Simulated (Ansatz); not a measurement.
**Ru: stress in a strained cell**

Aim: deform Ru (equal xy, yz and zx engineering shear strains of +1.5 %) and compute stress, forces and field gradients with PAW and all-electron datasets made for the crystal.

Program: Ansatz 0.2.0. Level of theory: DFT PBE, scalar-relativistic. These are calculated values, not measurements.

1 further run of the same task is left out (it didn't finish). Runs told in other sessions of the task aren't counted.

### Step 1. The starting structure

The structure is hexagonal, space group P6_3/mmc (No. 194). Conventional cell: a = 2.706 Å, b = 2.706 Å, c = 4.282 Å, α = 90.00°, β = 90.00°, γ = 120.00°. Ru (site symmetry -6m2) has 12 Ru at 2.65 to 2.71 Å in its first shell of neighbours.

As a file:

```
Ru
1.0
     2.70580    0.00000    0.00000
    -1.35290    2.34329    0.00000
     0.00000    0.00000    4.28190
Ru
2
Direct
  0.33333 0.66667 0.25000
  0.66667 0.33333 0.75000
```

Atoms are numbered in the order of the input: Ru1, Ru2.

### Step 2. After the deformation

Space group P6_3/mmc before, P-1 after.

### Step 3. Frozen-core PAW

Contents of input.yaml:

```yaml
crystal:
  lattice:
    - [2.7057993342, 0.020293495, 0.020293495]
    - [-1.3353249849, 2.3331442135, 0.0074279347]
    - [0.03211425, 0.03211425, 4.2819]
  atoms:
    - { symbol: Ru, position: [0.3333333333, 0.6666666667, 0.25] }
    - { symbol: Ru, position: [0.6666666667, 0.3333333333, 0.75] }
kpoints:
  mp_grid: { grid: [14, 14, 8] }
scf:
  occupations: { method: fermi_dirac, width: 0.03 }
hamiltonian:
  xc: pbe
  pseudopotentials: { kind: paw }
output:
  forces: true
  stress: true
  eigenvalues: true
  efg: { contact_densities: true }
```

The run is started by

```
ansatz run input.yaml --threads 1 --pin off --max-ram 2048MiB --backend cpu --events-out ev --progress --plain --runs-dir out
```

The program printed, shortened:

```text
Ru: output.efg is read without spin–orbit coupling, which moves field gradients at and beside such atoms by some per cent and up to a factor of two; PAW files take it under magnetization.noncollinear and magnetization.spin_orbit
[...]
Pseudopotentials: kind: paw
Pseudopotential: Ru, paw, valence charge 16, recommended cutoff 420 eV (normal)
Functional definition: PBE
[...]
Crystal: 2 atoms, lattice volume = 27.145 Å³
Basis set: ecut = 420 eV, 539 PW (Γ), exchange–correlation on 40×36×60 points (8 copies of the dense FFT grid, shifted against one another)
Bands: 20, of which v1, the nominal top of the filled ones, is band 16 counted from 1 (15 counted from 0)
Symmetry: 2 space group operations
Space group: P-1 (ITA 2), of the structure as read, at distance tolerance 3.0e-5 Å
k-points: 788 of 1568
[...]
SCF iter   1: F=—  HF=-11757.353937 eV  |F-HF|=—  |Δ(HF+E_count)|=         —  Δρ=6.55e-3  dr2=2.42e-3  ethr=1.77e-3  ⟨swp⟩=5.2  Hψ=62336  notcnv=0
[...]
SCF iter   6: F=-11757.357487 eV  HF=-11757.357487 eV  |F-HF|=6.65e-9  |Δ(HF+E_count)|=   1.33e-8  Δρ=4.12e-6  dr2=8.04e-9  ethr=2.39e-10  ⟨swp⟩=2.3  Hψ=59970  notcnv=0
[...]
SCF converged after 6 iterations
Free energy (F): -11757.357487 eV
[...]
E sigma→0 (E₀):  -11757.354177 eV
Entropy (-TS):   -0.006621 eV (-3.311 meV/atom)
Fermi energy:    23.519533 eV
[...]
--- Forces (eV/Å), atoms counted from 1 ---
  atom   1  Ru    -0.05560421    -0.00242565     0.01053645
  atom   2  Ru     0.05560421     0.00242565    -0.01053645
[...]
--- Stress (GPa, compression-positive) ---
        5.312846      -2.960180      -2.896029
       -2.960180       5.279813      -2.904939
       -2.896029      -2.904939       3.715675
  P = ⅓ Tr σ = 4.7694 GPa (47.694 kbar)
--- PAW observables at the nuclei: V_zz in 10²¹ V/m², potentials from the cell's mean, atoms counted from 1 ---
  atom   1  Ru V_zz =    -1.057735   η = 0.3862   by run symmetry: allowed
            electrostatic potential = -6805.499122 V   contact ρ = 719498.597368 e/Å³
  atom   2  Ru V_zz =    -1.057735   η = 0.3862   by run symmetry: allowed
            electrostatic potential = -6805.499122 V   contact ρ = 719498.597368 e/Å³
--- Band table (eV; the first three rows and the last of 788) ---
  k-point 0: bands = ["-49.6048", "-49.3987", "-20.0988", "-19.1627", "-19.1481", "-18.9977", "-18.9770", "-18.9432", "15.5461", "17.3276", "20.7979", "21.0743", "21.0915", "21.4908", "21.7391", "22.1255", "22.1731", "24.6767", "24.7470", "24.8244"]
[...]
```

Run time: 16 s. Hardware: 1 thread of Arm Neoverse V2, shared host; peak memory 0.59 GiB.

Read from it: pressure 4.77 GPa; no gap; largest force 0.057 eV/Å; Vzz Ru1 -1.06 (η = 0.39) (10²¹ V/m²).

### Step 4. All-electron PAW on datasets made for the crystal

Edit input.yaml of step 3 so:

```diff
@@ -14,3 +14,3 @@
   xc: pbe
-  pseudopotentials: { kind: paw }
+  pseudopotentials: { kind: all_electron, datasets: crystal }
 output:
```

The run is started by

```
ansatz run input.yaml --threads 1 --pin off --max-ram 2048MiB --backend cpu --events-out ev --progress --plain --runs-dir out
```

The program printed, shortened:

```text
[...]
band count auto-derived: 13 (N_el = 16.0; filled up to band 8; 12 by the electrons, moments and atoms)
Ru: output.efg is read without spin–orbit coupling, which moves field gradients at and beside such atoms by some per cent and up to a factor of two; PAW files take it under magnetization.noncollinear and magnetization.spin_orbit
[...]
Pseudopotentials: kind: all_electron
Pseudopotential: Ru, paw, valence charge 16, recommended cutoff 320 eV (normal), Koelling and Harmon's equation, gaussian nucleus
[... 1 set-up line as earlier in the session ...]
[...]
Crystal: 2 atoms, lattice volume = 27.145 Å³
Basis set: ecut = 320 eV, 337 PW (Γ), exchange–correlation on 32×32×50 points (8 copies of the dense FFT grid, shifted against one another)
Bands: 13, of which v1, the nominal top of the filled ones, is band 8 counted from 1 (7 counted from 0)
[... 1 set-up line as earlier in the session ...]
[...]
  atom   1  Ru    -0.05573957    -0.00234335     0.01015432
  atom   2  Ru     0.05573957     0.00234335    -0.01015432
[...]
--- Stress (GPa, compression-positive) ---
        5.254144      -2.956326      -2.895139
       -2.956326       5.221109      -2.903994
       -2.895139      -2.903994       3.629912
  P = ⅓ Tr σ = 4.7017 GPa (47.017 kbar)
  It holds what live shells' own plane waves past their cutoff add
--- PAW observables at the nuclei: V_zz in 10²¹ V/m², potentials from the cell's mean, atoms counted from 1 ---
  atom   1  Ru V_zz =    -1.172360   η = 0.3789   by run symmetry: allowed
            electrostatic potential = -6805.671976 V   contact ρ = 719533.825190 e/Å³
  atom   2  Ru V_zz =    -1.172360   η = 0.3789   by run symmetry: allowed
            electrostatic potential = -6805.671976 V   contact ρ = 719533.825190 e/Å³
--- Band table (eV; the first three rows and the last of 788) ---
  k-point 0: bands = ["17.7865", "19.5696", "23.0412", "23.3176", "23.3352", "23.7339", "23.9822", "24.3687", "24.4165", "26.9193", "26.9897"]
[...]
```

Wall time 59 s (1 thread of Arm Neoverse V2, shared host); peak memory 1.3 GiB.

Read from it: pressure 4.70 GPa; no gap; largest force 0.057 eV/Å; Vzz Ru1 -1.17 (η = 0.38) (10²¹ V/m²).

### Step 5. Side by side

Stress (GPa, compression positive):

```csv
method,xx,yy,zz,yz,xz,xy
PAW,5.31,5.28,3.72,-2.90,-2.90,-2.96
crystal datasets,5.25,5.22,3.63,-2.90,-2.90,-2.96
```

Forces (eV/Å):

| atom | PAW x | PAW y | PAW z | crystal datasets x | crystal datasets y | crystal datasets z |
| --- | --- | --- | --- | --- | --- | --- |
| Ru1 | -0.056 | -0.002 | 0.011 | -0.056 | -0.002 | 0.010 |
| Ru2 | 0.056 | 0.002 | -0.011 | 0.056 | 0.002 | -0.010 |

```
          method  pressure (GPa)  largest force (eV/Å)  Vzz Ru1 (10²¹ V/m²)  SCF cycles, by the record's count  time
             PAW            4.77                 0.057                -1.06                                  6  16 s
crystal datasets            4.70                 0.057                -1.17                                  7  59 s
```

### Step 6. What came out

| quantity | value |
| --- | --- |
| pressure | PAW 4.77, crystal datasets 4.70 GPa |
| largest shear or deviatoric stress (PAW) | 2.96 GPa |

**Reading.** The largest part of the stress beyond the pressure is 2.96 GPa in size; the atoms are carried along and not relaxed. No run of the undeformed cell stands beside it, so pressure and stress hold what the given cell had before the change, as far as its symmetry allows.
